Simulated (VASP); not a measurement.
# C (Fd-3m) in VASP: settings compared, part 2 of 2

VASP 6.6.1. Earlier steps stand in the parts before.

## (3) Band structure, PBE

This run uses another cell than the first one, of 5.70 Å³/atom, 1.032 times its volume.

The input, INCAR:

```
SYSTEM = C
ALGO = Normal
EDIFF = 1E-6
ENCUT = 520
GGA = PE
ICORELEVEL = 1
ISIF = 2
ISMEAR = 0
LASPH = .True.
LCHARG = .False.
LREAL = .False.
LWAVE = .False.
NBANDS = 11
NELM = 80
PREC = Accurate
SIGMA = 0.03
```

The input, KPOINTS:

```
k-points
0
Gamma
  14 14 14
  0 0 0
```

The input, POSCAR:

```
C                                       
1.0
    0.0000000000      1.7858054497      1.7858054497
    1.7858054497      0.0000000000      1.7858054497
    1.7858054497      1.7858054497      0.0000000000
  C             
     2
Direct
     0.0000000000000000    0.0000000000000000    0.0000000000000000
     0.2500000000000000    0.2500000000000000    0.2500000000000000
```

The input, KPOINTS_OPT:

```
explicit points
109
Reciprocal
 0.0000000000  0.0000000000  0.0000000000 1
 0.0555555556  0.0000000000  0.0555555556 1
 0.1111111111  0.0000000000  0.1111111111 1
 0.1666666667  0.0000000000  0.1666666667 1
 0.2222222222  0.0000000000  0.2222222222 1
 0.2777777778  0.0000000000  0.2777777778 1
 0.3333333333  0.0000000000  0.3333333333 1
 0.3888888889  0.0000000000  0.3888888889 1
 0.4444444444  0.0000000000  0.4444444444 1
 0.5000000000  0.0000000000  0.5000000000 1
 0.5000000000  0.0000000000  0.5000000000 1
 0.5000000000  0.0277777778  0.5277777778 1
 0.5000000000  0.0555555556  0.5555555556 1
 0.5000000000  0.0833333333  0.5833333333 1
 0.5000000000  0.1111111111  0.6111111111 1
 0.5000000000  0.1388888889  0.6388888889 1
 0.5000000000  0.1666666667  0.6666666667 1
 0.5000000000  0.1944444444  0.6944444444 1
 0.5000000000  0.2222222222  0.7222222222 1
 0.5000000000  0.2500000000  0.7500000000 1
 0.5000000000  0.2500000000  0.7500000000 1
 0.4861111111  0.2638888889  0.7500000000 1
 0.4722222222  0.2777777778  0.7500000000 1
 0.4583333333  0.2916666667  0.7500000000 1
 0.4444444444  0.3055555556  0.7500000000 1
 0.4305555556  0.3194444444  0.7500000000 1
 0.4166666667  0.3333333333  0.7500000000 1
 0.4027777778  0.3472222222  0.7500000000 1
 0.3888888889  0.3611111111  0.7500000000 1
 0.3750000000  0.3750000000  0.7500000000 1
 0.3750000000  0.3750000000  0.7500000000 1
 0.3333333333  0.3333333333  0.6666666667 1
 0.2916666667  0.2916666667  0.5833333333 1
 0.2500000000  0.2500000000  0.5000000000 1
 0.2083333333  0.2083333333  0.4166666667 1
 0.1666666667  0.1666666667  0.3333333333 1
 0.1250000000  0.1250000000  0.2500000000 1
 0.0833333333  0.0833333333  0.1666666667 1
 0.0416666667  0.0416666667  0.0833333333 1
 0.0000000000  0.0000000000  0.0000000000 1
 0.0000000000  0.0000000000  0.0000000000 1
 0.0555555556  0.0555555556  0.0555555556 1
 0.1111111111  0.1111111111  0.1111111111 1
 0.1666666667  0.1666666667  0.1666666667 1
 0.2222222222  0.2222222222  0.2222222222 1
 0.2777777778  0.2777777778  0.2777777778 1
 0.3333333333  0.3333333333  0.3333333333 1
 0.3888888889  0.3888888889  0.3888888889 1
 0.4444444444  0.4444444444  0.4444444444 1
 0.5000000000  0.5000000000  0.5000000000 1
 0.5000000000  0.5000000000  0.5000000000 1
 0.5138888889  0.4722222222  0.5138888889 1
 0.5277777778  0.4444444444  0.5277777778 1
 0.5416666667  0.4166666667  0.5416666667 1
 0.5555555556  0.3888888889  0.5555555556 1
 0.5694444444  0.3611111111  0.5694444444 1
 0.5833333333  0.3333333333  0.5833333333 1
 0.5972222222  0.3055555556  0.5972222222 1
 0.6111111111  0.2777777778  0.6111111111 1
 0.6250000000  0.2500000000  0.6250000000 1
 0.6250000000  0.2500000000  0.6250000000 1
 0.6111111111  0.2500000000  0.6388888889 1
 0.5972222222  0.2500000000  0.6527777778 1
 0.5833333333  0.2500000000  0.6666666667 1
 0.5694444444  0.2500000000  0.6805555556 1
 0.5555555556  0.2500000000  0.6944444444 1
 0.5416666667  0.2500000000  0.7083333333 1
 0.5277777778  0.2500000000  0.7222222222 1
 0.5138888889  0.2500000000  0.7361111111 1
 0.5000000000  0.2500000000  0.7500000000 1
 0.5000000000  0.2500000000  0.7500000000 1
 0.5000000000  0.2777777778  0.7222222222 1
 0.5000000000  0.3055555556  0.6944444444 1
 0.5000000000  0.3333333333  0.6666666667 1
 0.5000000000  0.3611111111  0.6388888889 1
 0.5000000000  0.3888888889  0.6111111111 1
 0.5000000000  0.4166666667  0.5833333333 1
 0.5000000000  0.4444444444  0.5555555556 1
 0.5000000000  0.4722222222  0.5277777778 1
 0.5000000000  0.5000000000  0.5000000000 1
 0.5000000000  0.5000000000  0.5000000000 1
 0.4861111111  0.4861111111  0.5277777778 1
 0.4722222222  0.4722222222  0.5555555556 1
 0.4583333333  0.4583333333  0.5833333333 1
 0.4444444444  0.4444444444  0.6111111111 1
 0.4305555556  0.4305555556  0.6388888889 1
 0.4166666667  0.4166666667  0.6666666667 1
 0.4027777778  0.4027777778  0.6944444444 1
 0.3888888889  0.3888888889  0.7222222222 1
 0.3750000000  0.3750000000  0.7500000000 1
 0.6250000000  0.2500000000  0.6250000000 1
 0.6111111111  0.2222222222  0.6111111111 1
 0.5972222222  0.1944444444  0.5972222222 1
 0.5833333333  0.1666666667  0.5833333333 1
 0.5694444444  0.1388888889  0.5694444444 1
 0.5555555556  0.1111111111  0.5555555556 1
 0.5416666667  0.0833333333  0.5416666667 1
 0.5277777778  0.0555555556  0.5277777778 1
 0.5138888889  0.0277777778  0.5138888889 1
 0.5000000000  0.0000000000  0.5000000000 1
 0.0000000000  0.0000000000  0.0000000000 1
 0.3750000000  0.3750000000  0.7500000000 1
 0.5000000000  0.5000000000  0.5000000000 1
 0.6250000000  0.2500000000  0.6250000000 1
 0.5000000000  0.2500000000  0.7500000000 1
 0.5000000000  0.0000000000  0.5000000000 1
 0.4000000000  0.0000000000  0.4000000000 1
 0.4250000000  0.0000000000  0.4250000000 1
 0.4500000000  0.0000000000  0.4500000000 1
```

Potentials or basis: VASP PAW PBE potentials, release 64 (C).

On the command line:

```sh
$ cat potpaw_PBE.64/C/POTCAR > POTCAR
$ mpirun -np 1 vasp_std > vasp.out
```

OUTCAR:

```text
SYSTEM = C
   EDIFF = 1E-6
   ENCUT = 520
   GGA = PE
   ISIF = 2
   ISMEAR = 0
   LASPH = .True.
   LREAL = .False.
   NELM = 80
   PREC = Accurate

 ion  position               nearest neighbor table
   1  0.000  0.000  0.000-   2 1.55   2 1.55   2 1.55   2 1.55
   2  0.250  0.250  0.250-   1 1.55   1 1.55   1 1.55   1 1.55

  LATTYP: Found a face centered cubic cell.
 ALAT       =     3.5716108994

  Lattice vectors:

 A1 = (   0.0000000000,   1.7858054497,   1.7858054497)
 A2 = (   1.7858054497,   0.0000000000,   1.7858054497)
 A3 = (   1.7858054497,   1.7858054497,   0.0000000000)

Analysis of symmetry for initial positions (statically):
=====================================================================
 Subroutine PRICEL returns:
 Original cell was already a primitive cell.

 Routine SETGRP: Setting up the symmetry group for a
 face centered cubic supercell.

 Subroutine GETGRP returns: Found 48 space group operations
 (whereof 24 operations were pure point group operations)
 out of a pool of 48 trial point group operations.

The static configuration has the point symmetry T_d .
 The point group associated with its full space group is O_h .

Analysis of symmetry for dynamics (positions and initial velocities):
=====================================================================
 Subroutine PRICEL returns:
 Original cell was already a primitive cell.

 Routine SETGRP: Setting up the symmetry group for a
 face centered cubic supercell.

 Subroutine GETGRP returns: Found 48 space group operations
 (whereof 24 operations were pure point group operations)
 out of a pool of 48 trial point group operations.

The dynamic configuration has the point symmetry T_d .
 The point group associated with its full space group is O_h .

 Subroutine INISYM returns: Found 48 space group operations
 (whereof 24 operations are pure point group operations),
 and found     1 'primitive' translations

----------------------------------------------------------------------------------------

                                     Primitive cell

  volume of cell :      11.3902

  direct lattice vectors                    reciprocal lattice vectors
     0.000000000  1.785805450  1.785805450    -0.279985706  0.279985706  0.279985706
     1.785805450  0.000000000  1.785805450     0.279985706 -0.279985706  0.279985706
     1.785805450  1.785805450  0.000000000     0.279985706  0.279985706 -0.279985706

  length of vectors
     2.525510287  2.525510287  2.525510287     0.484949469  0.484949469  0.484949469

  position of ions in fractional coordinates (direct lattice)
     0.000000000  0.000000000  0.000000000
     0.250000000  0.250000000  0.250000000

  ion indices of the primitive-cell ions
   primitive index   ion index
                 1           1
                 2           2

----------------------------------------------------------------------------------------

 KPOINTS: k-points

Automatic generation of k-mesh.
 Grid dimensions read from file:
 generate k-points for:   14   14   14

 Generating k-lattice:
[... 23 lines left out ...]
  0.285714  0.000000  0.000000      8.000000
  0.357143  0.000000  0.000000      8.000000
[... 16 lines left out ...]
  0.214286  0.142857  0.000000     24.000000
  0.285714  0.142857  0.000000     24.000000
 [... further k-points ...]
   k-points           NKPTS =    104   k-points in BZ     NKDIM =    104   number of bands    NBANDS=     11
   number of dos      NEDOS =    301   number of ions     NIONS =      2
   total plane-waves  NPLWV =   8000
   dimension x,y,z NGX =    20 NGY =   20 NGZ =   20
   dimension x,y,z NGXF=    40 NGYF=   40 NGZF=   40
   ions per type =               2
   NGX,Y,Z   is equivalent  to a cutoff of  13.17, 13.17, 13.17 a.u.
   NGXF,Y,Z  is equivalent  to a cutoff of  26.33, 26.33, 26.33 a.u.
 SYSTEM =  C
   PREC   = accura    normal or accurate (medium, high low for compatibility)
   ISTART =      0    job   : 0-new  1-cont  2-samecut
   ICHARG =      2    charge: 1-file 2-atom 10-const
   ISPIN  =      1    spin polarized calculation?
   LNONCOLLINEAR =      F non collinear calculations
   LSORBIT =      F    spin-orbit coupling
   LASPH  =      T    aspherical Exc in radial PAW
   ENCUT  =  520.0 eV  38.22 Ry    6.18 a.u.   4.70  4.70  4.70*2*pi/ulx,y,z
   NELM   =     80;   NELMIN=  2; NELMDL= -5     # of ELM steps
   EDIFF  = 0.1E-05   stopping-criterion for ELM
   LREAL  =      F    real-space projection
   EDIFFG = 0.1E-04   stopping-criterion for IOM
   NSW    =      0    number of steps for IOM
   IBRION =     -1    ionic relax: 0-MD 1-quasi-New 2-CG
   NFREE  =      0    steps in history (QN), initial steepest desc. (CG)
   ISIF   =      2    stress and relaxation
   ISYM   =      2    0-nonsym 1-usesym 2-fastsym
   POTIM  = 0.5000    time-step for ionic-motion
   TEBEG  =    0.0;   TEEND  =   0.0 temperature during run
   PSTRESS=    0.0 pullay stress
   NELECT =       8.0000    total number of electrons
   NUPDOWN=      -1.0000    fix difference up-down
   EMIN   =  10.00;   EMAX   =-10.00  energy-range for DOS
   EFERMI =   0.00;   METHOD = LEGACY
   ISMEAR =     0;   SIGMA  =   0.03  broadening in eV -4-tet -1-fermi 0-gaus
   EFERMI_NEDOS =   21; number of points for ismear=-14 and -15
   IALGO  =     38    algorithm
   IMIX   =      4    mixing-type and parameters
     AMIX     =   0.40;   BMIX     =  1.00
     AMIX_MAG =   1.60;   BMIX_MAG =  1.00
  volume/ion in A,a.u.               =       5.70        38.43
  Fermi-wavevector in a.u.,A,eV,Ry     =   1.455216  2.749959 28.812412  2.117653
  Thomas-Fermi vector in A             =   2.572276
   LORBIT       =      0    0 simple, 1 ext, 2 COOP (PROOUT), +10 PAW based schemes
   GGA     = PE    functional components
   LHFCALC =     F    Hartree Fock is set to
   AEXX    =    0.0000 exact exchange contribution
   IVDW    =     0    specifies the selected vdW correction
   LEPSILON=     F    determine dielectric tensor
   LRPA    =     F    only Hartree local field effects (RPA)
 non-spin polarized calculation
 Gauss-broadening in eV      SIGMA  =   0.03
  energy-cutoff  :      520.00
  volume of cell :       11.39
 maximum number of plane-waves:       331
   NGX =  9   NGY =  9   NGZ =  9

 number of electron       7.9999999 magnetization

 Free energy of the ion-electron system (eV)
  ---------------------------------------------------
  ext. energy  EPLUGINS =         0.00000000
  ---------------------------------------------------
  free energy    TOTEN  =       -18.18575737 eV

  energy without entropy =      -18.18575737  energy(sigma->0) =      -18.18575737

 the core state eigenenergies are
   1-  1s   -256.1436
   2-  1s   -256.1436

 E-fermi :   9.8752     XC(G=0): -13.2304

 val. band max:        9.6707699081   @ k =   0.0000   0.0000   0.0000
 cond. band min:      13.7911490435   @ k =   0.3571   0.3571   0.0000
 fundamental gap:      4.1203791354
 Fermi energy:         9.8751704013

 k-point     1 :       0.0000    0.0000    0.0000
  band No.  band energies     occupation
      1     -11.7515      2.00000
      2       9.6708      2.00000
      3       9.6708      2.00000
      4       9.6708      2.00000
      5      15.2495      0.00000
      6      15.2495      0.00000
      7      15.2495      0.00000
      8      22.9091      0.00000
      9      28.9124      0.00000
     10      36.1605      0.00000
     11      36.1605      0.00000
[... 267 lines left out ...]
 k-point    21 :      -0.0714    0.0714    0.0000
  band No.  band energies     occupation
      1     -11.3760      2.00000
      2       7.9105      2.00000
      3       8.3284      2.00000
      4       9.4346      2.00000
      5      15.6297      0.00000
      6      16.2683      0.00000
      7      16.5926      0.00000

------------------------ aborting loop because EDIFF is reached ----------------------------------------

  FORCE on cell =-STRESS in cart. coord.  units (eV):
  Direction    XX          YY          ZZ          XY          YZ          ZX
  --------------------------------------------------------------------------------------
  -------------------------------------------------------------------------------------
  Total        0.0466523      0.0466523      0.0466523      0.0000000      0.0000000      0.0000000
  in kB        6.5622235      6.5622235      6.5622235      0.0000000      0.0000000      0.0000000
  external PRESSURE =       6.5622235 kB  Pullay stress =       0.0000000 kB

 VOLUME and BASIS-vectors are now :
 -----------------------------------------------------------------------------
  energy-cutoff  :      520.00
  volume of cell :       11.39
      direct lattice vectors                 reciprocal lattice vectors
     0.000000000  1.785805450  1.785805450    -0.279985706  0.279985706  0.279985706
     1.785805450  0.000000000  1.785805450     0.279985706 -0.279985706  0.279985706
     1.785805450  1.785805450  0.000000000     0.279985706  0.279985706 -0.279985706

 POSITION                                       TOTAL-FORCE (eV/Angst)
 -----------------------------------------------------------------------------------
      0.00000      0.00000      0.00000         0.000000      0.000000      0.000000
      0.89290      0.89290      0.89290        -0.000000     -0.000000     -0.000000
 -----------------------------------------------------------------------------------
    total drift:                                0.000000      0.000000      0.000000

  FREE ENERGIE OF THE ION-ELECTRON SYSTEM (eV)
  ---------------------------------------------------
  free  energy   TOTEN  =       -18.1857573691 eV

  energy  without entropy=      -18.1857573691  energy(sigma->0) =      -18.18575737
```

It took 19 s on 1 thread of Intel Xeon Platinum 8259CL at 2.50GHz (Skylake/Cascade Lake), shared host; peak memory 0.13 GiB.

What came out:

```yaml
Free_energy: -18.1858 eV
Pressure: 0.7 GPa
Band_gap_on_the_k_mesh: 4.12 eV, indirect (least direct gap 5.58 eV)
Band_gap_along_the_path: 4.14 eV, indirect (least direct gap 5.58 eV)
```

Levels at the corners of the path, in eV from the valence-band top:
```tsv
point	band 1	band 2	band 3	band 4	band 5	band 6	band 7	band 8	band 9
Γ	-21.42	0.00	0.00	0.00	5.58	5.58	5.58	13.24	19.24
X	-12.73	-12.73	-6.27	-6.27	4.75	4.75	16.75	16.75	23.16
X	-12.73	-12.73	-6.27	-6.27	4.75	4.75	16.75	16.75	23.16
W	-11.95	-11.95	-8.29	-8.29	10.60	10.60	12.27	12.27	21.27
W	-11.95	-11.95	-8.29	-8.29	10.60	10.60	12.27	12.27	21.27
K	-12.95	-11.70	-9.28	-5.34	5.67	10.72	14.32	15.57	18.64
K	-12.95	-11.70	-9.28	-5.34	5.67	10.72	14.32	15.57	18.64
Γ	-21.42	0.00	0.00	0.00	5.58	5.58	5.58	13.24	19.24
Γ	-21.42	0.00	0.00	0.00	5.58	5.58	5.58	13.24	19.24
L	-15.67	-13.33	-2.79	-2.79	8.44	8.44	8.79	15.66	21.84
L	-15.67	-13.33	-2.79	-2.79	8.44	8.44	8.79	15.66	21.84
U	-12.95	-11.70	-9.28	-5.34	5.67	10.72	14.32	15.57	18.64
U	-12.95	-11.70	-9.28	-5.34	5.67	10.72	14.32	15.57	18.64
W	-11.95	-11.95	-8.29	-8.29	10.60	10.60	12.27	12.27	21.27
W	-11.95	-11.95	-8.29	-8.29	10.60	10.60	12.27	12.27	21.27
L	-15.67	-13.33	-2.79	-2.79	8.44	8.44	8.79	15.66	21.84
L	-15.67	-13.33	-2.79	-2.79	8.44	8.44	8.79	15.66	21.84
K	-12.95	-11.70	-9.28	-5.34	5.67	10.72	14.32	15.57	18.64
U	-12.95	-11.70	-9.28	-5.34	5.67	10.72	14.32	15.57	18.64
X	-12.73	-12.73	-6.27	-6.27	4.75	4.75	16.75	16.75	23.16
```

Core levels (eV, on the scale of the bands):
| atom | levels |
| --- | --- |
| 1 C | 1s -256.1 |
| 2 C | 1s -256.1 |
